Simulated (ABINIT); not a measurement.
# InSe (R3m) in ABINIT: single point with PBEsol

Aim: the single point of InSe with PBEsol.

Everything below comes from runs of ABINIT 10.8.3 (patched build). Logs are shortened: lines on timing, memory, paths and dates and some standing lists are left out, and cuts for length are marked. The log counts tension as positive stress, the text compression.

**The experiment to reproduce.**

“The Interaction of Hydrogen with the van der Waals Crystal γ-InSe”, 2020, pmc:7321205 reports, for a bulk crystal of InSe at 300 K: band gap 1.25 eV.

The results are compared with them further down.

## 1. The structure

It takes space group R3m (No. 160, trigonal). Conventional cell: a = 4.000 Å, b = 4.000 Å, c = 25.320 Å, α = 90.00°, β = 90.00°, γ = 120.00°. In (site symmetry 3m) is surrounded by 3 Se at 2.63 Å and 1 In at 2.82 Å. In (site symmetry 3m) is surrounded by 3 Se at 2.64 Å and 1 In at 2.82 Å. Around Se (site symmetry 3m) lie 3 In at 2.63 Å. Around Se (site symmetry 3m) lie 3 In at 2.64 Å.

## 2. Single point, PBEsol

Contents of run.abi:

```
# Pseudopotentials
pp_dirpath "./"
pseudos "In.upf, Se.upf"

# Structure
acell 8.7502533297 8.7502533297 8.7502533297 Angstrom
rprim
     0.2285648112     0.1319619553     0.9645435031
    -0.2285648112     0.1319619553     0.9645435031
     0.0000000000    -0.2639239105     0.9645435031
ntypat 2
znucl 49 34
natom 4
typat 1 1 2 2
xred
     0.8886000000     0.8886000000     0.8886000000
     0.0000000000     0.0000000000     0.0000000000
     0.1719000000     0.1719000000     0.1719000000
     0.3835000000     0.3835000000     0.3835000000

# Plane-wave basis
ecut 39.0

# k points
kptopt 1
ngkpt 6 6 6
nshiftk 1
shiftk 0.0 0.0 0.0

# Exchange and correlation
ixc -116133

# Bands and occupations
nband 35
occopt 3
tsmear 0.00183747

# SCF cycle
nstep 100
tolvrs 1.0e-10

# Output
iomode 3
prtwf 0
prtden 0
prteig 0
prtebands 0
enunit 1
prtvol 2
```

Potentials or basis: PseudoDojo NC SR PBEsol v0.4.1 standard.

The run is started by

```console
> mpirun --bind-to none -np 4 abinit run.abi > log 2>&1
```

run.abo:

```text
.Version 10.8.3 of ABINIT
 Symmetries : space group R3 m (#160); Bravais hR (rhombohedral)
================================================================================
 Values of the parameters that define the memory need of the present run
     intxc =       0    ionmov =       0      iscf =       7    lmnmax =       6
     lnmax =       6     mgfft =      96  mpssoang =       3    mqgrid =    3001
     natom =       4  nloc_mem =       1    nspden =       1   nspinor =       1
    nsppol =       1      nsym =       6    n1xccc =    2501    ntypat =       2
    occopt =       3   xclevel =       2
       mpw =        9219          nfft =      884736          nkpt =          32
================================================================================
================================================================================

--------------------------------------------------------------------------------
------------- Echo of variables that govern the present computation ------------
--------------------------------------------------------------------------------
 -outvars: echo values of preprocessed input variables --------
            acell      1.6535582325E+01  1.6535582325E+01  1.6535582325E+01 Bohr
              amu      1.14820000E+02  7.89600000E+01
             ecut      3.90000000E+01 Hartree
           enunit           1
              ixc     -116133
         kptrlatt        6    0    0      0    6    0      0    0    6
          kptrlen      4.53534270E+01
            natom           4
            nband          35
            ngfft          96      96      96
             nkpt          32
            nstep         100
             nsym           6
           ntypat           2
           occopt           3
           prtden           0
        prtebands           0
           prteig           0
           prtvol           2
            prtwf           0
            rprim      2.2856481120E-01  1.3196195530E-01  9.6454350310E-01
                      -2.2856481120E-01  1.3196195530E-01  9.6454350310E-01
                       0.0000000000E+00 -2.6392391050E-01  9.6454350310E-01
          spgroup         160
           tolvrs      1.00000000E-10
           tsmear      1.83747000E-03 Hartree
            typat      1  1  2  2
           xangst     -3.2663305907E-16  7.7754735294E-10  2.2499351999E+01
                       0.0000000000E+00  0.0000000000E+00  0.0000000000E+00
                      -2.1835632524E-17  1.5041685282E-10  4.3525079998E+00
                       8.5028900183E-18  3.3557216603E-10  9.7102199996E+00
            xcart     -6.1724702531E-16  1.4693515470E-09  4.2517613289E+01
                       0.0000000000E+00  0.0000000000E+00  0.0000000000E+00
                      -4.1263365256E-17  2.8424665655E-10  8.2250480805E+00
                       1.6068133413E-17  6.3413948928E-10  1.8349656422E+01
             xred      8.8860000000E-01  8.8860000000E-01  8.8860000000E-01
                       0.0000000000E+00  0.0000000000E+00  0.0000000000E+00
                       1.7190000000E-01  1.7190000000E-01  1.7190000000E-01
                       3.8350000000E-01  3.8350000000E-01  3.8350000000E-01
            znucl       49.00000   34.00000

================================================================================

 chkinp: Checking input parameters for consistency.

================================================================================
== DATASET  1 ==================================================================

--- !DatasetInfo
iteration_state: {dtset: 1, }
dimensions: {natom: 4, nkpt: 32, mband: 35, nsppol: 1, nspinor: 1, nspden: 1, mpw: 9219, }
cutoff_energies: {ecut:  39.0, pawecutdg:  -1.0, }
electrons: {nelect:   5.80000000E+01, charge:   0.00000000E+00, occopt:   3.00000000E+00, tsmear:   1.83747000E-03, }
meta: {optdriver: 0, ionmov: 0, optcell: 0, iscf: 7, paral_kgb: 0, }
...

 Real(R)+Recip(G) space primitive vectors, cartesian coordinates (Bohr,Bohr^-1):
 R(1)=  3.7794523  2.1820678 15.9492885  G(1)=  0.1322943  0.0763802  0.0208996
 R(2)= -3.7794523  2.1820678 15.9492885  G(2)= -0.1322943  0.0763802  0.0208996
[... 288 lines left out ...]
  1.49E-17 1.85E-17 1.56E-17 1.56E-17 1.65E-17 1.54E-17 2.89E-17 1.87E-13
  4.49E-13 2.23E-17 3.13E-06
 reduced coordinates (array xred) for    4 atoms
       0.888600000000      0.888600000000      0.888600000000
       0.000000000000      0.000000000000      0.000000000000
       0.171900000000      0.171900000000      0.171900000000
       0.383500000000      0.383500000000      0.383500000000
 rms dE/dt=  6.7722E-02; max dE/dt=  8.8519E-02; dE/dt below (all hartree)
    1      -0.094093071318     -0.094093071318     -0.094093071318
    2       0.088519303464      0.088519303464      0.088519303464
    3       0.031420540685      0.031420540685      0.031420540685
    4      -0.025861325510     -0.025861325510     -0.025861325510

 cartesian coordinates (angstrom) at end:
    1     -0.00000000000000     0.00000000077755    22.49935199904371
    2      0.00000000000000     0.00000000000000     0.00000000000000
    3     -0.00000000000000     0.00000000015042     4.35250799981501
    4      0.00000000000000     0.00000000033557     9.71021999958729

 cartesian forces (hartree/bohr) at end:
    1     -0.00000000000000     0.00000000000000     0.00589928717740
    2      0.00000000000000    -0.00000000000000    -0.00555027527550
    3      0.00000000000000    -0.00000000000000    -0.00197025584249
    4     -0.00000000000000    -0.00000000000000     0.00162124394059
 frms,max,avg= 2.4514874E-03 5.8992872E-03   0.000E+00  0.000E+00  2.281E-07 h/b

 cartesian forces (eV/Angstrom) at end:
    1     -0.00000000000000     0.00000000000000     0.30335354350431
    2      0.00000000000000    -0.00000000000000    -0.28540662992253
    3      0.00000000000000    -0.00000000000000    -0.10131462894667
    4     -0.00000000000000    -0.00000000000000     0.08336771536489
 frms,max,avg= 1.2606055E-01 3.0335354E-01   0.000E+00  0.000E+00  1.173E-05 e/A
 length scales= 16.535582325446 16.535582325446 16.535582325446 bohr
              =  8.750253329700  8.750253329700  8.750253329700 angstroms
 Fermi (or HOMO) energy (eV) =   3.93249   Average Vxc (eV)=  -9.55934
 Eigenvalues (   eV  ) for nkpt=  32  k points:
 kpt#   1, nband= 35, wtk=  0.00463, kpt=  0.0000  0.0000  0.0000 (reduced coord)
 -43.81559  -43.81559  -43.80779  -43.80779  -43.76971  -43.76971  -43.76403  -43.76403
 -43.75369  -43.74871  -11.01145  -10.82881  -10.82881  -10.74541  -10.74541  -10.72743
 -10.72743  -10.58136  -10.57300  -10.57300   -9.82444   -9.42259   -2.56558    0.29342
   2.21507    2.46145    2.46145    2.55547    2.55547    5.39652    5.75460    8.12617
   8.12617    8.87817    9.20235
 kpt#   2, nband= 35, wtk=  0.02778, kpt=  0.1667  0.0000  0.0000 (reduced coord)
 -43.81562  -43.81554  -43.80782  -43.80775  -43.76973  -43.76972  -43.76405  -43.76405
 -43.75364  -43.74865  -11.02582  -10.91597  -10.86293  -10.82552  -10.73525  -10.72658
 -10.71237  -10.61040  -10.57465  -10.50162   -9.52002   -9.16729   -2.37842   -0.20140
   1.01404    1.90780    2.13573    2.27154    2.69796    5.85381    6.43664    7.42643
   8.23963    8.36582    9.48622
 kpt#   3, nband= 35, wtk=  0.02778, kpt=  0.3333  0.0000  0.0000 (reduced coord)
 -43.81555  -43.81535  -43.80775  -43.80755  -43.76975  -43.76969  -43.76407  -43.76401
 -43.75352  -43.74854  -11.12535  -11.01551  -10.94589  -10.82503  -10.75008  -10.69008
 -10.67564  -10.62692  -10.57609  -10.44436   -8.89899   -8.64252   -2.33202   -1.33221
  -0.09159    1.62795    1.63614    1.75416    2.56371    5.22073    5.74598    7.44178
[... 160 lines left out ...]
 -10.71242  -10.61308  -10.57448  -10.50134   -9.40708   -9.28896   -2.15645   -0.51047
   1.10937    1.36705    2.04749    2.37123    3.53200    5.34335    6.53331    7.47647
   8.26794    8.37944    9.83457
 kpt#  31, nband= 35, wtk=  0.02778, kpt= -0.3333  0.5000  0.3333 (reduced coord)
 -43.81557  -43.81540  -43.80777  -43.80760  -43.76976  -43.76972  -43.76408  -43.76404
 -43.75358  -43.74860  -11.08264  -10.99367  -10.94335  -10.82963  -10.74016  -10.70377
 -10.69236  -10.62037  -10.57890  -10.45692   -8.96761   -8.88037   -2.21925   -0.85122
   0.58625    0.81310    1.24479    1.59597    3.03675    6.13448    6.42449    7.76784
   8.14110    8.24010    8.90454
 kpt#  32, nband= 35, wtk=  0.00463, kpt=  0.5000  0.5000  0.5000 (reduced coord)
 -43.81564  -43.81564  -43.80783  -43.80783  -43.76966  -43.76966  -43.76399  -43.76399
 -43.75368  -43.74870  -11.01116  -10.82902  -10.82902  -10.74525  -10.74525  -10.72748
 -10.72748  -10.59079  -10.57289  -10.57289   -9.68090   -9.57289   -2.21535   -0.60423
   2.39295    2.39295    2.63052    2.63052    3.76466    4.09692    5.82254    8.04197
   8.04197    9.32906    9.36686
 Total charge density [el/Bohr^3]
)     Maximum=    2.4445E+00  at reduced coord.    0.3125    0.4271    0.4375
)Next maximum=    2.4445E+00  at reduced coord.    0.4271    0.3125    0.4375
)     Minimum=    4.8296E-04  at reduced coord.    0.0000    0.0000    0.0000
)Next minimum=    6.1430E-04  at reduced coord.    0.8958    0.8854    0.8854
   Integrated=    5.8000E+01

--- !EnergyTerms
iteration_state     : {dtset: 1, }
comment             : Components of total free energy in Hartree
kinetic             :  2.40309713386985E+02
hartree             :  1.13948326883262E+02
xc                  : -8.76022348320733E+01
Ewald energy        : -1.97130854115537E+02
psp_core            :  7.98979249391991E+00
local_psp           : -3.17883008590636E+02
non_local_psp       : -1.34515107240310E+02
internal            : -3.74883372014389E+02
'-kT*entropy'       : -5.50177378166295E-06
total_energy        : -3.74883377516163E+02
total_energy_eV     : -1.02010963827902E+04
band_energy         : -4.11172401373333E+01
...

 Cartesian components of stress tensor (hartree/bohr^3)
  sigma(1 1)= -1.46132103E-05  sigma(3 2)= -3.49359060E-13
  sigma(2 2)= -1.46132092E-05  sigma(3 1)=  0.00000000E+00
  sigma(3 3)=  2.30308771E-05  sigma(2 1)=  0.00000000E+00

-Cartesian components of stress tensor (GPa)         [Pressure=  6.0760E-02 GPa]
- sigma(1 1)= -4.29935491E-01  sigma(3 2)= -1.02784984E-08
- sigma(2 2)= -4.29935459E-01  sigma(3 1)=  0.00000000E+00
- sigma(3 3)=  6.77591798E-01  sigma(2 1)=  0.00000000E+00

== END DATASET(S) ==============================================================
================================================================================

 -outvars: echo values of variables after computation  --------
            acell      1.6535582325E+01  1.6535582325E+01  1.6535582325E+01 Bohr
           etotal     -3.7488337752E+02
            fcart     -2.5437600839E-18  2.3386095855E-18  5.8992871774E-03
                       2.7420777051E-18 -9.7858183943E-19 -5.5502752755E-03
                       3.5858444519E-19 -1.0606968750E-18 -1.9702558425E-03
                      -5.5690206642E-19 -2.9933087107E-19  1.6212439406E-03
            rprim      2.2856481120E-01  1.3196195530E-01  9.6454350310E-01
                      -2.2856481120E-01  1.3196195530E-01  9.6454350310E-01
                       0.0000000000E+00 -2.6392391050E-01  9.6454350310E-01
           strten     -1.4613210307E-05 -1.4613209246E-05  2.3030877094E-05
                      -3.4935905958E-13  0.0000000000E+00  0.0000000000E+00
           xangst     -3.2663305907E-16  7.7754735294E-10  2.2499351999E+01
                       0.0000000000E+00  0.0000000000E+00  0.0000000000E+00
                      -2.1835632524E-17  1.5041685282E-10  4.3525079998E+00
                       8.5028900183E-18  3.3557216603E-10  9.7102199996E+00
             xred      8.8860000000E-01  8.8860000000E-01  8.8860000000E-01
                       0.0000000000E+00  0.0000000000E+00  0.0000000000E+00
                       1.7190000000E-01  1.7190000000E-01  1.7190000000E-01
                       3.8350000000E-01  3.8350000000E-01  3.8350000000E-01
 Calculation completed.
```

It took 8.8 min on 4 MPI ranks of Arm Neoverse V1, shared host; peak memory 1.6 GiB.

Results:

- Free energy: -10201.0964 eV
- Pressure: 0.1 GPa
- Largest force: 0.303 eV/Å
- Band gap on the k mesh: 0.33 eV, direct
- Valence electrons inside the program's atomic spheres: In 9.89; Se 13.23

Forces on the atoms (eV/Å):
```
In   0.000  0.000  0.303
In   0.000  0.000 -0.285
Se   0.000  0.000 -0.101
Se   0.000  0.000  0.083
```

Stress tensor (GPa, compression positive):
```
 0.43  0.00  0.00
 0.00  0.43  0.00
 0.00  0.00 -0.68
```

Caveat: spin-orbit coupling is left out, which moves the levels of the heavy elements.

## 3. Against experiment

Step 2. Measured gap of InSe: 1.25 eV (300 K; “The Interaction of Hydrogen with the van der Waals Crystal γ-InSe”, 2020, pmc:7321205). This calculation gives 0.33 eV (-0.92 eV). Spin-orbit coupling on In, Se is left out. The value is that of PBEsol on a finite k mesh, which can miss the band edges, without temperature or zero-point motion. Semilocal functionals fall short of measured gaps as a rule.
